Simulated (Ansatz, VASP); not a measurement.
One calculation of AlRu, two programs

File INCAR:

```
PREC     = Accurate       # precision mode
ENCUT    = 520            # plane-wave cutoff, eV
EDIFF    = 1E-6           # SCF threshold, eV
ISMEAR   = -1             # smearing method
SIGMA    = 0.05           # smearing width, eV
LREAL    = False          # projectors in reciprocal space
LASPH    = True           # aspherical terms in the spheres
NELM     = 100            # most SCF steps
ALGO     = Normal         # electronic algorithm
ISIF     = 2              # what is computed and relaxed
LWAVE    = False          # write WAVECAR
LCHARG   = False          # write CHGCAR
NBANDS   = 16             # bands
```

Contents of KPOINTS:

```
regular mesh
0
Gamma
  9 9 9
```

The input POSCAR:

```
AlRu
1.0
    3.0114124979      0.0000000000      0.0000000000
    0.0000000000      3.0114124979      0.0000000000
    0.0000000000      0.0000000000      3.0114124979
Ru Al
1 1
Direct
    0.5000000000      0.5000000000      0.5000000000
    0.0000000000      0.0000000000      0.0000000000
```

File input.yaml:

```yaml
crystal:
  lattice:
    - [3.0114124979, 0.0, 0.0]
    - [0.0, 3.0114124979, 0.0]
    - [0.0, 0.0, 3.0114124979]
  atoms:
    - { symbol: Ru, position: [0.5, 0.5, 0.5] }
    - { symbol: Al, position: [0.0, 0.0, 0.0] }
hamiltonian:
  xc: lda
  pseudopotentials: { kind: paw }
kpoints:
  mp_grid: { grid: [9, 9, 9] }
scf:
  occupations: { method: fermi_dirac, width: 0.05 }
output:
  forces: true
  stress: true
  eigenvalues: true
  write_density: true
  write_potential: true
  elf: true
  volumetric_format: npy
```

Alike in both runs: task single point; functional LDA; k mesh 9 × 9 × 9; occupations fermi-dirac, width 0.05 eV; no spin polarisation.

```csv
,VASP,Ansatz
version,VASP 6.6.1,Ansatz 0.2.0
potentials or method,"VASP PAW LDA potentials, release 64 (Ru_pv, Al)",Ansatz PAW
plane-wave cutoff (eV),520,420
valence electrons in the cell,17,19
```

```tsv
	VASP	Ansatz	Ansatz less VASP
gap on the k mesh at the Fermi level (eV)	none	none	-
pressure (GPa)	-11.5	-11.9	-0.42
```

A gap of «none» marks a metal or a gap that the smearing closes. The two sets of potentials don't hold the same shells in valence.

Caveats: the PAW data sets come from PBE, with cores solved anew for the run's functional, which leaves a small shift of forces and pressure (Ansatz).
